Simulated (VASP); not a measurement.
# SnO (P4/nmm) in VASP: settings compared

One crystal, SnO, is run at these levels: HSE06, PBE+D3(BJ); tasks: band structure.

Everything below comes from runs of VASP 6.6.1. Logs are shortened: lines on timing, memory, paths and dates and some standing lists are left out, and cuts for length are marked.

## (1) The crystal as given

Symmetry: P4/nmm, No. 129, tetragonal system. The conventional cell has a = 3.835 Å, b = 3.835 Å, c = 4.728 Å, α = 90.00°, β = 90.00°, γ = 90.00°. Around Sn (site symmetry 4mm) lie 4 O at 2.24 Å. O (site symmetry -4m2) is surrounded by 4 Sn at 2.24 Å.

## (2) Band structure, HSE06, spin-orbit coupling, no magnetisation

Contents of POSCAR:

```
SnO                                     
1.0
    3.8353846666      0.0000000000      0.0000000000
    0.0000000000      3.8353846666      0.0000000000
    0.0000000000      0.0000000000      4.7280469595
  Sn              O             
     2     2
Direct
     0.5000000000000000    0.0000000000000000    0.2459636666492528
     0.0000000000000000    0.5000000000000000    0.7540363333507472
     0.0000000000000000    0.0000000000000000    0.0000000000000000
     0.5000000000000000    0.5000000000000000    0.0000000000000000
```

Contents of INCAR.step1:

```
PREC = Accurate ; ENCUT = 520
EDIFF = 1E-5 ; ISMEAR = 0
SIGMA = 0.03 ; LREAL = F
LASPH = T ; NELM = 80
ALGO = Normal ; ISIF = 2
LWAVE = T ; LCHARG = F
MAGMOM = 0 0 0 0 0 0 0 0 0 0 0 0 ; LORBIT = 11
LSORBIT = T ; GGA_COMPAT = F
NBANDS = 56 ; KPAR = 8
GGA = PE
```

Contents of INCAR.step2:

```
PREC = Accurate ; ENCUT = 520
EDIFF = 1E-6 ; ISMEAR = 0
SIGMA = 0.03 ; LREAL = F
LASPH = T ; NELM = 80
ALGO = Normal ; ISIF = 2
LWAVE = F ; LCHARG = F
MAGMOM = 0 0 0 0 0 0 0 0 0 0 0 0 ; LORBIT = 11
LSORBIT = T ; GGA_COMPAT = F
GGA = PE ; LHFCALC = T
HFSCREEN = 0.2 ; PRECFOCK = Fast
NBANDS = 56 ; KPAR = 8
ISTART = 1
```

Contents of KPOINTS:

```
Automatic mesh
0
Gamma
  4 4 4
```

Contents of KPOINTS_OPT:

```
explicit points
6
Reciprocal
 0.0000000000  0.0000000000  0.0000000000 1
 0.5000000000  0.5000000000  0.5000000000 1
 0.5000000000  0.5000000000  0.0000000000 1
 0.0000000000  0.5000000000  0.5000000000 1
 0.0000000000  0.5000000000  0.0000000000 1
 0.0000000000  0.0000000000  0.5000000000 1
```

Potentials or basis: VASP PAW PBE potentials, release 64 (Sn_d, O).

On the command line:

```bash
> cat potpaw_PBE.64/Sn_d/POTCAR potpaw_PBE.64/O/POTCAR > POTCAR
> cp INCAR.step1 INCAR
> mpirun -np 8 vasp_ncl > vasp.out
> cp INCAR.step2 INCAR
> mpirun -np 8 vasp_ncl > vasp.out
```

OUTCAR:

```text
PREC = Accurate
   ENCUT = 520
   EDIFF = 1E-6
   ISMEAR = 0
   LREAL = F
   LASPH = T
   NELM = 80
   ISIF = 2
   LORBIT = 11
   LSORBIT = T
   GGA = PE
   LHFCALC = T
   HFSCREEN = 0.2
   PRECFOCK = Fast
   ISTART = 1

 ion  position               nearest neighbor table
   1  0.500  0.000  0.246-   3 2.24   4 2.24   4 2.24   3 2.24   2 3.57   2 3.57   2 3.57   2 3.57
                             2 3.62   2 3.62   2 3.62   2 3.62
   2  0.000  0.500  0.754-   3 2.24   4 2.24   3 2.24   4 2.24   1 3.57   1 3.57   1 3.57   1 3.57
                             1 3.62   1 3.62   1 3.62   1 3.62
   3  0.000  0.000  0.000-   1 2.24   2 2.24   2 2.24   1 2.24
   4  0.500  0.500  0.000-   1 2.24   2 2.24   1 2.24   2 2.24

  LATTYP: Found a simple tetragonal cell.
 ALAT       =     3.8353846666
 C/A-ratio  =     1.2327438759

  Lattice vectors:

 A1 = (   3.8353846666,   0.0000000000,   0.0000000000)
 A2 = (   0.0000000000,   3.8353846666,   0.0000000000)
 A3 = (   0.0000000000,   0.0000000000,   4.7280469595)

Analysis of symmetry for initial positions (statically):
=====================================================================
 Subroutine PRICEL returns:
 Original cell was already a primitive cell.

 Routine SETGRP: Setting up the symmetry group for a
 simple tetragonal supercell.

 Subroutine GETGRP returns: Found 16 space group operations
 (whereof  8 operations were pure point group operations)
 out of a pool of 16 trial point group operations.

The static configuration has the point symmetry D_2d.
 The point group associated with its full space group is D_4h.

Analysis of symmetry for dynamics (positions and initial velocities):
=====================================================================
 Subroutine PRICEL returns:
 Original cell was already a primitive cell.

 Routine SETGRP: Setting up the symmetry group for a
 simple tetragonal supercell.

 Subroutine GETGRP returns: Found 16 space group operations
 (whereof  8 operations were pure point group operations)
 out of a pool of 16 trial point group operations.

The dynamic configuration has the point symmetry D_2d.
 The point group associated with its full space group is D_4h.

Analysis of structural, dynamic, and magnetic symmetry:
[... 1177 lines left out ...]
  in kB      -26.6949791    -26.6949791    -13.4135134      0.0000000      0.0000000      0.0000000
  external PRESSURE =     -22.2678238 kB  Pullay stress =       0.0000000 kB

 VOLUME and BASIS-vectors are now :
 -----------------------------------------------------------------------------
  energy-cutoff  :      520.00
  volume of cell :       69.55
      direct lattice vectors                 reciprocal lattice vectors
     3.835384667  0.000000000  0.000000000     0.260730041  0.000000000  0.000000000
     0.000000000  3.835384667  0.000000000     0.000000000  0.260730041  0.000000000
     0.000000000  0.000000000  4.728046960     0.000000000  0.000000000  0.211503821

 POSITION                                       TOTAL-FORCE (eV/Angst)
 -----------------------------------------------------------------------------------
      1.91769      0.00000      1.16293        -0.000000     -0.000000     -0.657904
      0.00000      1.91769      3.56512        -0.000000      0.000000      0.657904
      0.00000      0.00000      0.00000         0.000000     -0.000000      0.000000
      1.91769      1.91769      0.00000        -0.000000      0.000000      0.000000
 -----------------------------------------------------------------------------------
    total drift:                                0.000000     -0.000001      0.000000

  FREE ENERGIE OF THE ION-ELECTRON SYSTEM (eV)
  ---------------------------------------------------
  free  energy   TOTEN  =       -28.1084511266 eV

  energy  without entropy=      -28.1084511266  energy(sigma->0) =      -28.10845113

 Spin-Orbit-Coupling matrix elements

 Ion:    1  E_soc:     -0.0698797
 l=   1
     0.0000000    -0.0066423    -0.0045907
    -0.0066423     0.0000000    -0.0066423
    -0.0045907    -0.0066423     0.0000000
 l=   2
     0.0000000    -0.0011432     0.0000000    -0.0011432    -0.0045067
    -0.0011432     0.0000000    -0.0034611    -0.0011184    -0.0011154
     0.0000000    -0.0034611     0.0000000    -0.0034611     0.0000000
    -0.0011432    -0.0011184    -0.0034611     0.0000000    -0.0011154
    -0.0045067    -0.0011154     0.0000000    -0.0011154     0.0000000
 l=   3
     0.0000000     0.0000000     0.0000000     0.0000000     0.0000000     0.0000000     0.0000000
     0.0000000     0.0000000     0.0000000     0.0000000     0.0000000     0.0000000     0.0000000
     0.0000000     0.0000000     0.0000000     0.0000000     0.0000000     0.0000000     0.0000000
     0.0000000     0.0000000     0.0000000     0.0000000     0.0000000     0.0000000     0.0000000
[... 49 lines left out ...]
 l=   2
     0.0000000     0.0000000     0.0000000     0.0000000     0.0000000
     0.0000000     0.0000000     0.0000000     0.0000000     0.0000000
     0.0000000     0.0000000     0.0000000     0.0000000     0.0000000
     0.0000000     0.0000000     0.0000000     0.0000000     0.0000000
     0.0000000     0.0000000     0.0000000     0.0000000     0.0000000
 l=   3
     0.0000000     0.0000000     0.0000000     0.0000000     0.0000000     0.0000000     0.0000000
     0.0000000     0.0000000     0.0000000     0.0000000     0.0000000     0.0000000     0.0000000
     0.0000000     0.0000000     0.0000000     0.0000000     0.0000000     0.0000000     0.0000000
     0.0000000     0.0000000     0.0000000     0.0000000     0.0000000     0.0000000     0.0000000
     0.0000000     0.0000000     0.0000000     0.0000000     0.0000000     0.0000000     0.0000000
     0.0000000     0.0000000     0.0000000     0.0000000     0.0000000     0.0000000     0.0000000
     0.0000000     0.0000000     0.0000000     0.0000000     0.0000000     0.0000000     0.0000000

 total charge

# of ion       s       p       d       tot
------------------------------------------
    1        1.271   0.771  10.077  12.120
    2        1.271   0.771  10.077  12.120
    3        1.577   3.459   0.000   5.036
    4        1.577   3.459   0.000   5.036
--------------------------------------------------
tot          5.697   8.460  20.155  34.312

 magnetization (x)

# of ion       s       p       d       tot
------------------------------------------
    1        0.000   0.000   0.000   0.000
    2        0.000   0.000   0.000   0.000
    3        0.000   0.000   0.000   0.000
    4        0.000   0.000   0.000   0.000
--------------------------------------------------
tot          0.000   0.000   0.000   0.000

 magnetization (y)

# of ion       s       p       d       tot
------------------------------------------
    1        0.000   0.000  -0.000   0.000
    2        0.000   0.000  -0.000   0.000
    3       -0.000   0.000   0.000  -0.000
    4        0.000   0.000   0.000   0.000
--------------------------------------------------
tot          0.000   0.000  -0.000   0.000

 magnetization (z)

# of ion       s       p       d       tot
------------------------------------------
    1        0.000   0.000   0.000   0.000
    2        0.000   0.000   0.000   0.000
    3       -0.000  -0.000   0.000  -0.000
    4       -0.000  -0.000   0.000  -0.000
--------------------------------------------------
tot         -0.000  -0.000   0.000  -0.000
```

Wall time 40 min (8 MPI ranks of Intel Xeon Platinum 8488C (Sapphire Rapids), shared host); peak memory 0.7 GiB.

Results:

* Free energy: -28.1085 eV
* Pressure: -2.2 GPa
* Largest force: 0.658 eV/Å
* Valence electrons inside the program's atomic spheres: Sn 12.12; O 5.04

Forces in eV/Å, atoms in the order of the input:
```
Sn   0.000  0.000 -0.658
Sn   0.000  0.000  0.658
O    0.000  0.000  0.000
O    0.000  0.000  0.000
```

Stress tensor (GPa, compression positive):
```
-2.67  0.00  0.00
 0.00 -2.67  0.00
 0.00  0.00 -1.34
```

Caveat: the k mesh is coarse (spacing up to 0.41 Å⁻¹), so the values aren't converged, least of all with exact exchange; the PAW data sets were made with another functional, which shifts forces and pressure a little.

## (3) Band structure, PBE+D3(BJ)

Contents of INCAR:

```
ALGO = Normal ; EDIFF = 1E-7
ENCUT = 520 ; GGA = PE
ISIF = 2 ; ISMEAR = 0
IVDW = 12 ; KPAR = 4
LASPH = True ; LCHARG = False
LREAL = False ; LWAVE = False
NBANDS = 28 ; NELM = 80
PREC = Accurate ; SIGMA = 0.03
```

Contents of KPOINTS:

```
k-points
0
Gamma
  4 4 4
```

Contents of POSCAR:

```
SnO                                     
1.0
    3.8353841591      0.0000000000      0.0000000000
    0.0000000000      3.8353841591      0.0000000000
    0.0000000000      0.0000000000      4.7280509425
  Sn              O             
     2     2
Direct
     0.5000000000000000    0.0000000000000000    0.2459634789621177
     0.0000000000000000    0.5000000000000000    0.7540365210378823
     0.0000000000000000    0.0000000000000000    0.0000000000000000
     0.5000000000000000    0.5000000000000000    0.0000000000000000
```

KPOINTS_OPT is that of step 2.

Potentials or basis: VASP PAW PBE potentials, release 64 (Sn_d, O).

On the command line:

```bash
> cat potpaw_PBE.64/Sn_d/POTCAR potpaw_PBE.64/O/POTCAR > POTCAR
> mpirun -np 4 vasp_std > vasp.out
```

OUTCAR:

```text
EDIFF = 1E-7
   ENCUT = 520
   GGA = PE
   ISIF = 2
   ISMEAR = 0
   IVDW = 12
   LASPH = True
   LREAL = False
   NELM = 80
   PREC = Accurate
 IVDW          = 12

 ion  position               nearest neighbor table
   1  0.500  0.000  0.246-   3 2.24   4 2.24   4 2.24   3 2.24   2 3.57   2 3.57   2 3.57   2 3.57
                             2 3.62   2 3.62   2 3.62   2 3.62
   2  0.000  0.500  0.754-   3 2.24   4 2.24   3 2.24   4 2.24   1 3.57   1 3.57   1 3.57   1 3.57
                             1 3.62   1 3.62   1 3.62   1 3.62
   3  0.000  0.000  0.000-   1 2.24   2 2.24   2 2.24   1 2.24
   4  0.500  0.500  0.000-   1 2.24   2 2.24   1 2.24   2 2.24

  LATTYP: Found a simple tetragonal cell.
 ALAT       =     3.8353841591
 C/A-ratio  =     1.2327450775

  Lattice vectors:

 A1 = (   3.8353841591,   0.0000000000,   0.0000000000)
 A2 = (   0.0000000000,   3.8353841591,   0.0000000000)
 A3 = (   0.0000000000,   0.0000000000,   4.7280509425)

Analysis of symmetry for initial positions (statically):
=====================================================================
 Subroutine PRICEL returns:
 Original cell was already a primitive cell.

 Routine SETGRP: Setting up the symmetry group for a
 simple tetragonal supercell.

 Subroutine GETGRP returns: Found 16 space group operations
 (whereof  8 operations were pure point group operations)
 out of a pool of 16 trial point group operations.

The static configuration has the point symmetry D_2d.
 The point group associated with its full space group is D_4h.

Analysis of symmetry for dynamics (positions and initial velocities):
=====================================================================
 Subroutine PRICEL returns:
 Original cell was already a primitive cell.

 Routine SETGRP: Setting up the symmetry group for a
 simple tetragonal supercell.

 Subroutine GETGRP returns: Found 16 space group operations
 (whereof  8 operations were pure point group operations)
[... 119 lines left out ...]
     AMIX     =   0.40;   BMIX     =  1.00
     AMIX_MAG =   1.60;   BMIX_MAG =  1.00
  volume/ion in A,a.u.               =      17.39       117.34
  Fermi-wavevector in a.u.,A,eV,Ry     =   1.361429  2.572727 25.218232  1.853488
  Thomas-Fermi vector in A             =   2.488005
   LORBIT       =      0    0 simple, 1 ext, 2 COOP (PROOUT), +10 PAW based schemes
   GGA     = PE    functional components
   LHFCALC =     F    Hartree Fock is set to
   AEXX    =    0.0000 exact exchange contribution
   IVDW    =    12    specifies the selected vdW correction
   LEPSILON=     F    determine dielectric tensor
   LRPA    =     F    only Hartree local field effects (RPA)
 non-spin polarized calculation
 Gauss-broadening in eV      SIGMA  =   0.03
  energy-cutoff  :      520.00
  volume of cell :       69.55
 maximum number of plane-waves:      1912
 NGX is ok and might be reduce to    30
   NGX = 15   NGY = 15   NGZ = 17

 number of electron      40.0000015 magnetization

 Free energy of the ion-electron system (eV)
  ---------------------------------------------------
  ext. energy  EPLUGINS =         0.00000000
  ---------------------------------------------------
  free energy    TOTEN  =       -22.67458361 eV

  energy without entropy =      -22.67404396  energy(sigma->0) =      -22.67431378

 E-fermi :   7.1127     XC(G=0): -10.3255

 val. band max:        6.6673281793   @ k =   0.2500   0.0000   0.0000
 cond. band min:       7.1128733242   @ k =   0.5000   0.5000   0.0000
 fundamental gap:      0.4455451449
 Fermi energy:         7.1127224249

 k-point     1 :       0.0000    0.0000    0.0000
  band No.  band energies     occupation
      1     -14.7610      2.00000
      2     -14.3758      2.00000
      3     -14.3758      2.00000
      4     -14.3626      2.00000
      5     -14.3344      2.00000
      6     -14.3294      2.00000
[... 547 lines left out ...]
     27      17.8035      0.00000
     28      17.8035      0.00000

------------------------ aborting loop because EDIFF is reached ----------------------------------------

 Edisp (eV)   -0.94667

 E8    (eV) :    -0.4108

  FORCE on cell =-STRESS in cart. coord.  units (eV):
  Direction    XX          YY          ZZ          XY          YZ          ZX
  --------------------------------------------------------------------------------------
  -------------------------------------------------------------------------------------
  Total      -0.10970    -0.10970     0.10835     0.00000     0.00000     0.00000
  in kB      -2.52697    -2.52697     2.49607     0.00000     0.00000     0.00000
  external pressure =       -0.85 kB  Pullay stress =        0.00 kB

 VOLUME and BASIS-vectors are now :
 -----------------------------------------------------------------------------
  energy-cutoff  :      520.00
  volume of cell :       69.55
      direct lattice vectors                 reciprocal lattice vectors
     3.835384159  0.000000000  0.000000000     0.260730075  0.000000000  0.000000000
     0.000000000  3.835384159  0.000000000     0.000000000  0.260730075  0.000000000
     0.000000000  0.000000000  4.728050943     0.000000000  0.000000000  0.211503643

 POSITION                                       TOTAL-FORCE (eV/Angst)
 -----------------------------------------------------------------------------------
      1.91769      0.00000      1.16293        -0.000000      0.000000      0.082269
      0.00000      1.91769      3.56512         0.000000      0.000000     -0.082269
      0.00000      0.00000      0.00000         0.000000      0.000000      0.000000
      1.91769      1.91769      0.00000         0.000000     -0.000000      0.000000
 -----------------------------------------------------------------------------------
    total drift:                                0.000000      0.000000      0.000000

  FREE ENERGIE OF THE ION-ELECTRON SYSTEM (eV)
  ---------------------------------------------------
  free  energy   TOTEN  =       -23.6212583931 eV

  energy  without entropy=      -23.6207187495  energy(sigma->0) =      -23.62098857
```

OSZICAR:

```text
N       E                     dE             d eps       ncg     rms          rms(c)
DAV:   1     0.414045461331E+03    0.41405E+03   -0.19970E+04  1056   0.219E+03
DAV:   2     0.354886437991E+02   -0.37856E+03   -0.36288E+03  1056   0.546E+02
DAV:   3    -0.235806944619E+02   -0.59069E+02   -0.58059E+02  1168   0.178E+02
[... 12 lines left out ...]
   1 F= -.23621258E+02 E0= -.23620989E+02  d E =-.539644E-03
       N       E                     dE             ncg
DAV:   1     0.142098389096E+04   -0.54107E+04      356
DAV:   2    -0.710550238642E+03   -0.21315E+04      352
DAV:   3    -0.102853474774E+04   -0.31798E+03      380
DAV:   4    -0.104303823770E+04   -0.14503E+02      400
DAV:   5    -0.104336425593E+04   -0.32602E+00      344
DAV:   6    -0.104338046137E+04   -0.16205E-01      424
DAV:   7    -0.104338125752E+04   -0.79615E-03      420
DAV:   8    -0.104338126975E+04   -0.12240E-04      436
DAV:   9    -0.104338126983E+04   -0.79795E-07      264
```

stdout:

```text
POSCAR found type information on POSCAR SnO
 POSCAR found :  2 types and       4 ions
 scaLAPACK will be used
 LDA part: xc-table for (Slater+PW92), standard interpolation
 POSCAR, INCAR and KPOINTS ok, starting setup
 FFT: planning ... GRIDC
 FFT: planning ... GRID_SOFT
 FFT: planning ... GRID
 WAVECAR not read
 entering main loop
 Start KPOINTS_OPT (optional k-point list driver)
k-point batch [1-6\6]
```

Run time: 13 s. Hardware: 4 MPI ranks of Intel Xeon Platinum 8559C (Emerald Rapids), shared host; peak memory 0.2 GiB.

What came out:

- Free energy: -23.6213 eV
- Pressure: -0.1 GPa
- Largest force: 0.082 eV/Å
- Band gap along the path: none (metal or under the smearing width)
- Dispersion energy per atom: -0.237 eV

Forces in eV/Å, atoms in the order of the input:
```
Sn   0.000  0.000  0.082
Sn   0.000  0.000 -0.082
O    0.000  0.000  0.000
O    0.000  0.000  0.000
```

Stress tensor (GPa, compression positive):
```
-0.25  0.00  0.00
 0.00 -0.25  0.00
 0.00  0.00  0.25
```

Caveat: the k mesh is coarse (spacing up to 0.41 Å⁻¹), so the values aren't converged; spin-orbit coupling is left out, which moves the levels of the heavy elements; pairwise dispersion overbinds metals, which lowers pressure and volume.
